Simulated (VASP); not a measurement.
Write the native input for VASP 6.6.1 that does the following.

```
Task                   : work function
Functional             : LDA
Potentials or basis    : VASP PAW LDA potentials, release 64 (Pb_d, S)
Cutoff                 : 520 eV
k mesh                 : 5 × 5 × 1
Occupations            : fermi-dirac, width 0.05 eV
Spin                   : no spin polarisation
Dipole correction      : yes
Further INCAR settings : ALGO = Normal; EDIFF = 1e-07
```

The structure of PbS lies in POSCAR:

```
PbS
1.0
    4.1299564465      0.0000000000      0.0000000000
    0.0572742723      4.1295592873      0.0000000000
    0.0000000000      0.0000000000     29.9031159404
Pb S
4 4
Direct
    0.0260298216      0.0260298216      0.2508099830
    0.5249223974      0.5249223974      0.3576157736
    0.2096805613      0.2096805613      0.6423842264
    0.7085731371      0.7085731371      0.7491900170
    0.5257681466      0.5257681466      0.2656036579
    0.0251840724      0.0251840724      0.3428220987
    0.7094188862      0.7094188862      0.6571779013
    0.2088348121      0.2088348121      0.7343963421
```

The input as run:

INCAR

```
PREC = Accurate
ENCUT = 520
EDIFF = 1E-7
ISMEAR = -1
SIGMA = 0.05
LREAL = False
LASPH = True
NELM = 100
ALGO = Normal
ISIF = 2
LWAVE = False
LCHARG = True
LDIPOL = True
IDIPOL = 3
DIPOL = 0.5 0.5 0.500
LELF = True
LVHAR = True
LVACPOTAV = True
```

KPOINTS

```
Automatic mesh
0
Gamma
  5 5 1
```

Potentials or basis: VASP PAW LDA potentials, release 64 (Pb_d, S).

Command:

```console
$ cat potpaw_LDA.64/Pb_d/POTCAR potpaw_LDA.64/S/POTCAR > POTCAR
$ mpirun -np 1 vasp_std > vasp.out
```

Results of the run:

| Item | Value |
| --- | --- |
| Largest force | 0.815 eV/Å |
| Band gap on the k mesh | 1.19 eV, indirect (least direct gap 1.19 eV) |
| Ionisation potential of the upper face | 4.37 eV |

Caveat: spin-orbit coupling is left out, which as a rule narrows the gap of such compounds by several tenths of an eV.

Run time: 2.9 min on 1 thread of AMD EPYC 9R45 96-Core Processor (Zen 5), with other jobs on the host, peak memory 0.43 GiB.
